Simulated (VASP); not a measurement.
The system is W.

```
CELL_PARAMETERS angstrom
0.00000 2.03000 2.03000
2.03000 0.00000 2.03000
2.03000 2.03000 0.00000
ATOMIC_POSITIONS crystal
W 0.00000 0.00000 0.00000
```

This isn't the form of W at room conditions, which is bcc.

```yaml
Program: VASP 6.6.1
Task: relaxation of cell and atoms
Functional: PBE
Potentials_or_basis: VASP PAW PBE potentials, release 64 (W_sv)
Cutoff: 520 eV
k_mesh: 18 × 18 × 18
Occupations: gaussian, width 0.1 eV
Spin: no spin polarisation
```

At the start: pressure -4.2 GPa; volume 16.73 Å³/atom.

Task: Where does the relaxation end?

Result: Over 4 steps the energy falls by 3.4 meV/atom and the volume is 16.48 Å³/atom (-1.5 %); space group Fm-3m (No. 225, to 0.05 Å).

The path:
| step | energy change (eV) | largest force (eV/Å) | pressure (GPa) | volume (Å³) |
| --- | --- | --- | --- | --- |
| 1 | 0.0000 | 0.0000 | -4.19 | 16.73 |
| 2 | 0.0324 | 0.0000 | 15.27 | 15.69 |
| 3 | -0.0034 | 0.0000 | -0.10 | 16.48 |
| 4 | -0.0034 | 0.0000 | -0.01 | 16.48 |

Final structure:
```
W
1.0
     0.00000    2.01969    2.01969
     2.01969    0.00000    2.01969
     2.01969    2.01969    0.00000
W
1
Direct
  0.00000 0.00000 0.00000
```
